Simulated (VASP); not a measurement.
# SnSe2 (P-3m1) in VASP: a series of runs

The runs below take SnSe2 through single point, with PBEsol.

Program: VASP 6.6.1. These are calculated values, not measurements. Logs are shortened: lines on timing, memory, paths and dates and some standing lists are left out, and cuts for length are marked.

### 1 The structure

Symmetry: P-3m1, No. 164, trigonal system. The conventional cell has a = 3.811 Å, b = 3.811 Å, c = 6.137 Å, α = 90.00°, β = 90.00°, γ = 120.00°. Sn (site symmetry -3m) has 6 Se at 2.68 Å as nearest neighbours. Se (site symmetry 3m) has 3 Sn at 2.68 Å as nearest neighbours.

### 2 Single point, PBEsol (strained and moved within the space group)

File INCAR:

```
PREC = Accurate
ENCUT = 520
EDIFF = 1E-6
ISMEAR = 0
SIGMA = 0.02
LREAL = F
LASPH = T
NELM = 100
ALGO = Normal
ISIF = 2
LWAVE = F
LCHARG = F
GGA = PS
NBANDS = 20
```

File KPOINTS:

```
Automatic mesh
0
Gamma
  9 9 6
```

File POSCAR:

```
SnSe2
1.0
    4.0816559151      0.0000000000      0.0000000000
   -2.0408279575      3.5348177119      0.0000000000
    0.0000000000      0.0000000000      6.0205197400
Sn Se
1 2
Direct
    0.0000000000      0.0000000000      0.0000000000
    0.3333333333      0.6666666667      0.2440129793
    0.6666666667      0.3333333333      0.7559870207
```

Potentials or basis: VASP PAW PBE potentials, release 64 (Sn_d, Se).

Command:

```
cat potpaw_PBE.64/Sn_d/POTCAR potpaw_PBE.64/Se/POTCAR > POTCAR
mpirun -np 1 vasp_std > vasp.out
```

OUTCAR:

```text
PREC = Accurate
   ENCUT = 520
   EDIFF = 1E-6
   ISMEAR = 0
   LREAL = F
   LASPH = T
   NELM = 100
   ISIF = 2
   GGA = PS

 ion  position               nearest neighbor table
   1  0.000  0.000  0.000-   2 2.78   3 2.78   2 2.78   3 2.78   3 2.78   2 2.78
   2  0.333  0.667  0.244-   1 2.78   1 2.78   1 2.78
   3  0.667  0.333  0.756-   1 2.78   1 2.78   1 2.78

  LATTYP: Found a hexagonal cell.
 ALAT       =     4.0816559151
 C/A-ratio  =     1.4750189299

  Lattice vectors:

 A1 = (   4.0816559151,   0.0000000000,   0.0000000000)
 A2 = (  -2.0408279575,   3.5348177119,   0.0000000000)
 A3 = (   0.0000000000,   0.0000000000,   6.0205197400)

Analysis of symmetry for initial positions (statically):
=====================================================================
 Subroutine PRICEL returns:
 Original cell was already a primitive cell.

 Routine SETGRP: Setting up the symmetry group for a
 hexagonal supercell.

 Subroutine GETGRP returns: Found 12 space group operations
 (whereof 12 operations were pure point group operations)
 out of a pool of 24 trial point group operations.

The static configuration has the point symmetry D_3d.

Analysis of symmetry for dynamics (positions and initial velocities):
=====================================================================
 Subroutine PRICEL returns:
 Original cell was already a primitive cell.

 Routine SETGRP: Setting up the symmetry group for a
 hexagonal supercell.

 Subroutine GETGRP returns: Found 12 space group operations
 (whereof 12 operations were pure point group operations)
 out of a pool of 24 trial point group operations.

The dynamic configuration has the point symmetry D_3d.

 Subroutine INISYM returns: Found 12 space group operations
 (whereof 12 operations are pure point group operations),
 and found     1 'primitive' translations

----------------------------------------------------------------------------------------

                                     Primitive cell

  volume of cell :      86.8635

  direct lattice vectors                    reciprocal lattice vectors
     4.081655915  0.000000000  0.000000000     0.244998604  0.141450010  0.000000000
    -2.040827957  3.534817712  0.000000000     0.000000000  0.282900020  0.000000000
[... 84 lines left out ...]
   LASPH  =      T    aspherical Exc in radial PAW
   ENCUT  =  520.0 eV  38.22 Ry    6.18 a.u.   7.59  7.59 11.19*2*pi/ulx,y,z
   NELM   =    100;   NELMIN=  2; NELMDL= -5     # of ELM steps
   EDIFF  = 0.1E-05   stopping-criterion for ELM
   LREAL  =      F    real-space projection
   EDIFFG = 0.1E-04   stopping-criterion for IOM
   NSW    =      0    number of steps for IOM
   IBRION =     -1    ionic relax: 0-MD 1-quasi-New 2-CG
   NFREE  =      0    steps in history (QN), initial steepest desc. (CG)
   ISIF   =      2    stress and relaxation
   ISYM   =      2    0-nonsym 1-usesym 2-fastsym
   POTIM  = 0.5000    time-step for ionic-motion
   TEBEG  =    0.0;   TEEND  =   0.0 temperature during run
   PSTRESS=    0.0 pullay stress
   NELECT =      26.0000    total number of electrons
   NUPDOWN=      -1.0000    fix difference up-down
   EMIN   =  10.00;   EMAX   =-10.00  energy-range for DOS
   EFERMI =   0.00;   METHOD = LEGACY
   ISMEAR =     0;   SIGMA  =   0.02  broadening in eV -4-tet -1-fermi 0-gaus
   EFERMI_NEDOS =   21; number of points for ismear=-14 and -15
   IALGO  =     38    algorithm
   IMIX   =      4    mixing-type and parameters
     AMIX     =   0.40;   BMIX     =  1.00
     AMIX_MAG =   1.60;   BMIX_MAG =  1.00
  volume/ion in A,a.u.               =      28.95       195.39
  Fermi-wavevector in a.u.,A,eV,Ry     =   1.095099  2.069438 16.316683  1.199242
  Thomas-Fermi vector in A             =   2.231416
   LORBIT       =      0    0 simple, 1 ext, 2 COOP (PROOUT), +10 PAW based schemes
   GGA     = PS    functional components
   LHFCALC =     F    Hartree Fock is set to
   AEXX    =    0.0000 exact exchange contribution
   IVDW    =     0    specifies the selected vdW correction
   LEPSILON=     F    determine dielectric tensor
   LRPA    =     F    only Hartree local field effects (RPA)
 non-spin polarized calculation
 Gauss-broadening in eV      SIGMA  =   0.02
  energy-cutoff  :      520.00
  volume of cell :       86.86
 maximum number of plane-waves:      2371
   NGX = 15   NGY = 15   NGZ = 23

 number of electron      26.0000006 magnetization

 Free energy of the ion-electron system (eV)
  ---------------------------------------------------
  ext. energy  EPLUGINS =         0.00000000
  ---------------------------------------------------
  free energy    TOTEN  =       -12.74251468 eV

  energy without entropy =      -12.74250233  energy(sigma->0) =      -12.74250851

 E-fermi :   3.3221     XC(G=0):  -9.1091

 val. band max:        3.2874782669   @ k =   0.1111   0.0000   0.0000
 cond. band min:       3.3462987854   @ k =   0.0000   0.0000   0.0000
 fundamental gap:      0.0588205185
 Fermi energy:         3.3220699964

 k-point     1 :       0.0000    0.0000    0.0000
  band No.  band energies     occupation
      1     -18.1984      2.00000
      2     -18.1984      2.00000
      3     -18.1926      2.00000
      4     -18.1681      2.00000
      5     -18.1681      2.00000
      6     -10.3706      2.00000
[... 541 lines left out ...]
     19      10.0120      0.00000
     20      11.8695      0.00000

 [... further k-points ...]

------------------------ aborting loop because EDIFF is reached ----------------------------------------

  FORCE on cell =-STRESS in cart. coord.  units (eV):
  Direction    XX          YY          ZZ          XY          YZ          ZX
  --------------------------------------------------------------------------------------
  -------------------------------------------------------------------------------------
  Total       -3.0405408     -3.0405408      0.0901369     -0.0000000     -0.0000000      0.0000000
  in kB      -56.0820682    -56.0820682      1.6625535     -0.0000000     -0.0000000      0.0000000
  external PRESSURE =     -36.8338610 kB  Pullay stress =       0.0000000 kB

 VOLUME and BASIS-vectors are now :
 -----------------------------------------------------------------------------
  energy-cutoff  :      520.00
  volume of cell :       86.86
      direct lattice vectors                 reciprocal lattice vectors
     4.081655915  0.000000000  0.000000000     0.244998604  0.141450010  0.000000000
    -2.040827957  3.534817712  0.000000000     0.000000000  0.282900020  0.000000000
     0.000000000  0.000000000  6.020519740     0.000000000  0.000000000  0.166098617

 POSITION                                       TOTAL-FORCE (eV/Angst)
 -----------------------------------------------------------------------------------
      0.00000      0.00000      0.00000        -0.000000      0.000000      0.000000
     -0.00000      2.35655      1.46908        -0.000000      0.000000      0.239681
      2.04083      1.17827      4.55143         0.000000     -0.000000     -0.239681
 -----------------------------------------------------------------------------------
    total drift:                                0.000000     -0.000000     -0.000000

  FREE ENERGIE OF THE ION-ELECTRON SYSTEM (eV)
  ---------------------------------------------------
  free  energy   TOTEN  =       -12.7425146812 eV

  energy  without entropy=      -12.7425023349  energy(sigma->0) =      -12.74250851
```

It took 80 s on 1 thread of Intel Xeon Platinum 8259CL at 2.50GHz (Skylake/Cascade Lake), shared host; peak memory 0.26 GiB.

What came out:

| Item | Value |
| --- | --- |
| Free energy | -12.7425 eV |
| Pressure | -3.7 GPa |
| Largest force | 0.240 eV/Å |
| Band gap on the k mesh | 0.06 eV, indirect (least direct gap 0.32 eV) |

Forces on the atoms (eV/Å):
```
Sn   0.000  0.000  0.000
Se   0.000  0.000  0.240
Se   0.000  0.000 -0.240
```

Caveat: the PAW data sets were made with another functional, which shifts forces and pressure a little; spin-orbit coupling is left out, which moves the levels of the heavy elements; an odd mesh through Γ misses points on the zone boundary, where band edges often lie; the cell's inner coordinates are idealised or old, which leaves forces on the atoms; this functional lacks dispersion, which binds the layers, so the pressure and a relaxed spacing across them are unreliable.

### 3 Single point, PBEsol

File INCAR:

```
PREC = Accurate
ENCUT = 520
EDIFF = 1E-6
ISMEAR = 0
SIGMA = 0.1
LREAL = False
LASPH = True
NELM = 60
ALGO = Fast
ISIF = 2
LWAVE = False
LCHARG = False
GGA = PS
NBANDS = 20
```

File KPOINTS:

```
Automatic mesh
0
Gamma
  6 6 4
```

File POSCAR:

```
SnSe2
1.0
    3.8109987816      0.0000000000      0.0000000000
   -1.9054993908      3.3004217586      0.0000000000
    0.0000000000      0.0000000000      6.1370000000
Sn Se
1 2
Direct
    0.0000000000      0.0000000000      0.0000000000
    0.3333333333      0.6666666667      0.2500000000
    0.6666666667      0.3333333333      0.7500000000
```

Potentials or basis: VASP PAW PBE potentials, release 64 (Sn_d, Se).

Command:

```
cat potpaw_PBE.64/Sn_d/POTCAR potpaw_PBE.64/Se/POTCAR > POTCAR
mpirun -np 1 vasp_std > vasp.out
```

Run time: 25 s. Hardware: 1 thread of Intel Xeon Platinum 8488C (Sapphire Rapids), shared host; peak memory 0.2 GiB.

Results (log left out):

- Free energy: -12.9405 eV
- Pressure: 2.4 GPa
- Largest force: 0.548 eV/Å
- Band gap on the k mesh: 0.74 eV, indirect (least direct gap 1.00 eV)

Forces on the atoms (eV/Å):
```
Sn   0.000  0.000  0.000
Se   0.000  0.000  0.548
Se   0.000  0.000 -0.548
```

Stress tensor (GPa, compression positive):
```
1.89 0.00 0.00
0.00 1.89 0.00
0.00 0.00 3.40
```

Levels at points of the mesh, in eV from the valence-band top:
```tsv
k point	band 11	band 12	band 13	band 14	band 15	band 16
(0.00, 0.00, 0.00)	-0.37	-0.37	0.00	1.00	2.86	4.59
(0.50, 0.00, 0.00)	-2.67	-1.24	-0.29	1.11	3.69	5.32
(0.00, 0.00, 0.50)	-0.77	-0.21	-0.21	2.41	2.82	4.32
(0.50, 0.00, 0.50)	-2.00	-0.85	-0.69	0.80	4.15	4.74
```

Caveat: the PAW data sets were made with another functional, which shifts forces and pressure a little; spin-orbit coupling is left out, which moves the levels of the heavy elements; the cell's inner coordinates are idealised or old, which leaves forces on the atoms; this functional lacks dispersion, which binds the layers, so the pressure and a relaxed spacing across them are unreliable.

### 4 Single point, PBEsol (strained and moved within the space group)

File INCAR:

```
ALGO = Normal ; EDIFF = 1E-6
ENCUT = 520 ; GGA = PS
ISIF = 2 ; ISMEAR = 0
LASPH = True ; LCHARG = False
LREAL = False ; LWAVE = False
NBANDS = 20 ; NELM = 100
PREC = Accurate ; SIGMA = 0.02
```

File KPOINTS:

```
k-points
0
Gamma
  9 9 6
```

File POSCAR:

```
SnSe2
1.0
    3.8391620626      0.0000000000      0.0000000000
   -1.9195810313      3.3248118754      0.0000000000
    0.0000000000      0.0000000000      6.7346824300
Sn Se
1 2
Direct
    0.0000000000      0.0000000000      0.0000000000
    0.3333333333      0.6666666667      0.2300432643
    0.6666666667      0.3333333333      0.7699567357
```

Command:

```
cat potpaw_PBE.64/Sn_d/POTCAR potpaw_PBE.64/Se/POTCAR > POTCAR
mpirun -np 1 vasp_std > vasp.out
```

Run time: 39 s. Hardware: 1 thread of Intel Xeon 6975P-C (Granite Rapids), shared host; peak memory 0.26 GiB.

Results (log left out):

```
Free energy            : -12.9488 eV
Pressure               : 0.2 GPa
Largest force          : 0.311 eV/Å
Band gap on the k mesh : 0.79 eV, indirect (least direct gap 1.15 eV)
```

Forces in eV/Å, atoms in the order of the input:
```
Sn   0.000  0.000  0.000
Se   0.000  0.000  0.311
Se   0.000  0.000 -0.311
```

Stress tensor (GPa, compression positive):
```
-0.28  0.00  0.00
 0.00 -0.28  0.00
 0.00  0.00  1.21
```

Levels at points of the mesh, in eV from the valence-band top:
| k point | band 9 | band 10 | band 11 | band 12 | band 13 | band 14 | band 15 | band 16 | band 17 | band 18 |
| --- | --- | --- | --- | --- | --- | --- | --- | --- | --- | --- |
| (0.00, 0.00, 0.00) | -0.54 | -0.54 | -0.34 | -0.16 | -0.16 | 1.13 | 2.96 | 4.60 | 4.60 | 7.32 |
| (0.00, 0.00, 0.50) | -1.57 | -0.57 | -0.57 | -0.11 | -0.11 | 2.12 | 2.91 | 4.50 | 4.50 | 7.88 |

Caveat: the PAW data sets were made with another functional, which shifts forces and pressure a little; spin-orbit coupling is left out, which moves the levels of the heavy elements; an odd mesh through Γ misses points on the zone boundary, where band edges often lie; the cell's inner coordinates are idealised or old, which leaves forces on the atoms; this functional lacks dispersion, which binds the layers, so the pressure and a relaxed spacing across them are unreliable.
